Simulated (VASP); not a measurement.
# BN (F-43m) in VASP: notebook

One crystal, BN, is run at these levels: PBE; tasks: G0W0 quasiparticle levels.

Program: VASP 6.6.1. These are calculated values, not measurements. Logs are shortened: lines on timing, memory, paths and dates and some standing lists are left out, and cuts for length are marked.

## Step 1: The crystal as given

It takes space group F-43m (No. 216, cubic). The conventional cell has a = 3.626 Å, b = 3.626 Å, c = 3.626 Å, α = 90.00°, β = 90.00°, γ = 90.00°. N (site symmetry -43m) is surrounded by 4 B at 1.57 Å. Around B (site symmetry -43m) lie 4 N at 1.57 Å.

The cell is a database's computed one.

## Step 2: G0W0 quasiparticle levels, PBE

Contents of POSCAR:

```
BN
1.0
    0.0000000000      1.8130010000      1.8130010000
    1.8130010000      0.0000000000      1.8130010000
    1.8130010000      1.8130010000      0.0000000000
N B
1 1
Direct
    0.2500000000      0.2500000000      0.2500000000
    0.0000000000      0.0000000000      0.0000000000
```

Contents of INCAR.step1:

```
SYSTEM = BN
ALGO = Normal ; EDIFF = 1E-8
ENCUT = 520 ; GGA = PE
ISMEAR = 0 ; LASPH = .TRUE.
LCHARG = .FALSE. ; LREAL = .FALSE.
LWAVE = .TRUE. ; NELM = 100
PREC = Accurate ; SIGMA = 0.01
```

Contents of INCAR.step2:

```
SYSTEM = BN
ALGO = Exact ; EDIFF = 1E-8
ENCUT = 520 ; GGA = PE
ISMEAR = 0 ; ISTART = 1
LASPH = .TRUE. ; LCHARG = .FALSE.
LOPTICS = .TRUE. ; LREAL = .FALSE.
LWAVE = .TRUE. ; NBANDS = 75
NELM = 1 ; PREC = Accurate
SIGMA = 0.01
```

Contents of INCAR.step3:

```
SYSTEM = BN
ALGO = EVGW0 ; EDIFF = 1E-8
ENCUT = 520 ; ENCUTGW = 260
GGA = PE ; ISMEAR = 0
ISTART = 1 ; LASPH = .TRUE.
LCHARG = .FALSE. ; LREAL = .FALSE.
LWAVE = .FALSE. ; NBANDS = 75
NBANDSGW = 12 ; NELMGW = 1
NOMEGA = 72 ; PREC = Accurate
PRECFOCK = Fast ; SIGMA = 0.01
```

Contents of KPOINTS:

```
k-points
0
G
  5 5 5
  0 0 0
```

Potentials or basis: VASP PAW PBE potentials, release 64 (N_GW, B_GW).

Started as:

```sh
cat potpaw_PBE.64/N_GW/POTCAR potpaw_PBE.64/B_GW/POTCAR > POTCAR
cp INCAR.step1 INCAR
mpirun -np 1 vasp_std > vasp.out
cp INCAR.step2 INCAR
mpirun -np 1 vasp_std > vasp.out
cp INCAR.step3 INCAR
mpirun -np 1 vasp_std > vasp.out
```

OUTCAR:

```text
SYSTEM = BN
   EDIFF = 1E-8
   ENCUT = 520
   ENCUTGW = 260
   GGA = PE
   ISMEAR = 0
   ISTART = 1
   LASPH = .TRUE.
   LREAL = .FALSE.
   NELMGW = 1
   PREC = Accurate
   PRECFOCK = Fast

 ion  position               nearest neighbor table
   1  0.250  0.250  0.250-   2 1.57   2 1.57   2 1.57   2 1.57
   2  0.000  0.000  0.000-   1 1.57   1 1.57   1 1.57   1 1.57

  LATTYP: Found a face centered cubic cell.
 ALAT       =     3.6260020000

  Lattice vectors:

 A1 = (   0.0000000000,   1.8130010000,   1.8130010000)
 A2 = (   1.8130010000,   0.0000000000,   1.8130010000)
 A3 = (   1.8130010000,   1.8130010000,   0.0000000000)

Analysis of symmetry for initial positions (statically):
=====================================================================
 Subroutine PRICEL returns:
 Original cell was already a primitive cell.

 Routine SETGRP: Setting up the symmetry group for a
 face centered cubic supercell.

 Subroutine GETGRP returns: Found 24 space group operations
 (whereof 24 operations were pure point group operations)
 out of a pool of 48 trial point group operations.

The static configuration has the point symmetry T_d .

Analysis of symmetry for dynamics (positions and initial velocities):
=====================================================================
 Subroutine PRICEL returns:
 Original cell was already a primitive cell.

 Routine SETGRP: Setting up the symmetry group for a
 face centered cubic supercell.

 Subroutine GETGRP returns: Found 24 space group operations
 (whereof 24 operations were pure point group operations)
 out of a pool of 48 trial point group operations.

The dynamic configuration has the point symmetry T_d .

 Subroutine INISYM returns: Found 24 space group operations
 (whereof 24 operations are pure point group operations),
 and found     1 'primitive' translations

----------------------------------------------------------------------------------------

[... 74 lines left out ...]
   LASPH  =      T    aspherical Exc in radial PAW
   ENCUT  =  520.0 eV  38.22 Ry    6.18 a.u.   4.77  4.77  4.77*2*pi/ulx,y,z
   NELM   =     60;   NELMIN=  2; NELMDL=  0     # of ELM steps
   EDIFF  = 0.1E-07   stopping-criterion for ELM
   LREAL  =      F    real-space projection
   EDIFFG = 0.1E-06   stopping-criterion for IOM
   NSW    =      0    number of steps for IOM
   IBRION =     -1    ionic relax: 0-MD 1-quasi-New 2-CG
   NFREE  =      0    steps in history (QN), initial steepest desc. (CG)
   ISIF   =      0    stress and relaxation
   ISYM   =      3    0-nonsym 1-usesym 2-fastsym
   POTIM  = 0.5000    time-step for ionic-motion
   TEBEG  =    0.0;   TEEND  =   0.0 temperature during run
   PSTRESS=    0.0 pullay stress
   NELECT =       8.0000    total number of electrons
   NUPDOWN=      -1.0000    fix difference up-down
   EMIN   =  10.00;   EMAX   =-10.00  energy-range for DOS
   EFERMI =   0.00;   METHOD = LEGACY
   ISMEAR =     0;   SIGMA  =   0.01  broadening in eV -4-tet -1-fermi 0-gaus
   EFERMI_NEDOS =   21; number of points for ismear=-14 and -15
   IALGO  =     38    algorithm
   IMIX   =      4    mixing-type and parameters
     AMIX     =   0.40;   BMIX     =  1.00
     AMIX_MAG =   1.60;   BMIX_MAG =  1.00
  volume/ion in A,a.u.               =       5.96        40.22
  Fermi-wavevector in a.u.,A,eV,Ry     =   1.433387  2.708709 27.954506  2.054598
  Thomas-Fermi vector in A             =   2.552911
   LORBIT       =      0    0 simple, 1 ext, 2 COOP (PROOUT), +10 PAW based schemes
   GGA     = PE    functional components
   LHFCALC =     T    Hartree Fock is set to
   PRECFOCK=fast      Normal, Fast or Accurate (Low or Medium for compatibility)
   ENCUT4O =  -1.0   cutoff for four orbital integrals eV
   NKREDX  =     1    reduce k-point grid by
   NKREDY  =     1    reduce k-point grid by
   NKREDZ  =     1    reduce k-point grid by
   AEXX    =    1.0000 exact exchange contribution
   HFSCREEN=    0.0000 screening length (either q_TF or 0.3 A-1)
   HFSCREENC=   0.0000 screening length for correlation (either q_TF or 0.3 A-1)
   ENCUTFOCK=  -1.0 apply spherical cutoff to Coloumb kernel
   IVDW    =     0    specifies the selected vdW correction
   LEPSILON=     F    determine dielectric tensor
   LRPA    =     F    only Hartree local field effects (RPA)
   LRPAFORCE           =     F    calculate RPA forces
   ENCUTGW             = 260.0    cutoff for response function in eV
   ENCUTGWSOFT         = 208.0    soft cutoff for Coulomb kernel in GW response function in eV
   ENCUTLF             =  -1.0    cutoff for local field effects
   NELMGW              =     1    number of iterations in solving QP/BSE equation
   NELMHF              =     1    number of iterations in the inner HF iteration
   NKREDLFX            =     1    NKREDLFY  =   1   NKREDLFZ  =   1
 non-spin polarized calculation
 Gauss-broadening in eV      SIGMA  =   0.01
  energy-cutoff  :      520.00
  volume of cell :       11.92
 maximum number of plane-waves:       331
  NGX = 12; NGY = 12; NGZ = 12
   NGX =  9   NGY =  9   NGZ =  9
 maximum number of plane-waves:       122

 QP shifts <psi_nk| G(iteration)W_0 |psi_nk>: iteration 1
 for sc-GW calculations column KS-energies equals QP-energies in previous step
 and V_xc(KS)=  KS-energies - (<T + V_ion + V_H > + <T+V_H+V_ion>^1  + <V_x>^1)

 k-point   1 :       0.0000    0.0000    0.0000
  band No.  KS-energies  QP-energies   sigma(KS)   V_xc(KS)     V^pw_x(r,r')   Z            occupation Imag(sigma)

      1     -12.7758     -14.8743     -18.1495     -15.4645     -26.4461       0.7816       2.0000       1.4168
      2       7.3562       6.3692     -19.4542     -18.2544     -21.9098       0.8226       2.0000       0.0500
      3       7.3562       6.3692     -19.4542     -18.2544     -21.9098       0.8226       2.0000       0.0500
      4       7.3562       6.3692     -19.4542     -18.2544     -21.9098       0.8226       2.0000       0.0500
      5      16.1272      17.3814     -12.2435     -13.7507      -6.9420       0.8321       0.0000      -0.0766
      6      16.1272      17.3814     -12.2435     -13.7507      -6.9420       0.8321       0.0000      -0.0766
      7      16.1272      17.3814     -12.2435     -13.7507      -6.9420       0.8321       0.0000      -0.0766
      8      17.5545      18.5674     -14.1619     -15.4081      -8.3576       0.8128       0.0000      -0.0968
      9      31.9250      32.3072     -10.9152     -11.4003      -3.2925       0.7880       0.0000      -0.5150
     10      35.0179      36.0879     -11.9955     -13.2720      -5.4167       0.8382       0.0000      -0.5386
     11      35.0179      36.0879     -11.9955     -13.2720      -5.4167       0.8382       0.0000      -0.5386
     12      35.6164      36.0375     -10.5289     -11.0412      -3.0252       0.8219       0.0000      -0.9239
[... 132 lines left out ...]
      1      -7.6314      -9.3385     -19.3528     -17.0763     -26.6289       0.7499       2.0000       0.6808
      2      -0.6861      -2.3346     -17.5387     -15.4299     -21.8447       0.7817       2.0000       0.1240
      3       1.0252      -0.5248     -17.6402     -15.6953     -21.4298       0.7970       2.0000       0.0940
      4       2.5073       1.1149     -17.6133     -15.8867     -20.9133       0.8064       2.0000       0.0748
      5      16.4086      17.4223     -13.0098     -14.2328      -7.8180       0.8289       0.0000      -0.0803
      6      19.5690      20.7278     -12.0830     -13.4930      -6.1871       0.8218       0.0000      -0.1000
      7      20.8764      22.1931     -13.7767     -15.4219      -7.4379       0.8003       0.0000      -0.1203
      8      24.0466      25.6460     -13.6614     -15.7277      -6.2890       0.7741       0.0000      -0.1932
      9      26.0769      27.2817     -13.2814     -14.8036      -6.3938       0.7915       0.0000      -0.2092
     10      32.7359      33.9868     -12.2490     -13.8184      -4.4061       0.7971       0.0000      -0.6509
     11      36.0633      37.0173     -11.8067     -12.9816      -4.1056       0.8120       0.0000      -0.8428
     12      41.0446      42.0121     -11.2132     -12.3901      -3.4773       0.8221       0.0000      -1.1052
```

OUTCAR.step1:

```text
SYSTEM = BN
   EDIFF = 1E-8
   ENCUT = 520
   GGA = PE
   ISMEAR = 0
   LASPH = .TRUE.
   LREAL = .FALSE.
[... 314 lines left out ...]
      0.90650      0.90650      0.90650         0.000000      0.000000      0.000000
      0.00000      0.00000      0.00000        -0.000000     -0.000000     -0.000000
 -----------------------------------------------------------------------------------
    total drift:                                0.000001      0.000001      0.000001

  FREE ENERGIE OF THE ION-ELECTRON SYSTEM (eV)
  ---------------------------------------------------
  free  energy   TOTEN  =       -17.4476402808 eV

  energy  without entropy=      -17.4476402808  energy(sigma->0) =      -17.44764028
```

OUTCAR.step2:

```text
SYSTEM = BN
   EDIFF = 1E-8
   ENCUT = 520
   GGA = PE
[... 730 lines left out ...]
  --------------------------------------------------------------------------------------------------------------
     0.00000     4.99008     4.99008     4.99008     0.00000     0.00000    -0.00000
     2.54498     5.18051     5.18051     5.18051     0.00000     0.00000    -0.00000
     5.08996     5.91964     5.91964     5.91964     0.00000     0.00000    -0.00000
     7.63494     8.43925     8.43925     8.43925     0.00000     0.00000    -0.00000
    10.17992    11.97068    11.97068    11.97068     0.00000     0.00000    -0.00000
    12.72490    -8.15838    -8.15838    -8.15838    -0.00000    -0.00000     0.00000
[... 92 lines left out ...]
   249.40794     0.98460     0.98460     0.98460    -0.00000    -0.00000     0.00000
   251.95292     0.98492     0.98492     0.98492    -0.00000    -0.00000     0.00000
```

Wall time 30 s (1 thread of Intel Xeon Platinum 8488C (Sapphire Rapids), shared host); peak memory 0.21 GiB.

Results:

```yaml
Band_gap_on_the_k_mesh_mean-field_level: 4.93 eV, indirect (least direct gap 8.77 eV)
Quasiparticle_gap: 6.60 eV
Least_direct_quasiparticle_gap: 11.01 eV
```

Caveat: the k mesh is coarse (spacing up to 0.60 Å⁻¹), so the values aren't converged; bands, screening cutoff and mesh are small and nothing is extrapolated, so the quasiparticle values aren't converged; an odd mesh through Γ misses points on the zone boundary, where band edges often lie.

(Part 1 of 2 ends here.)
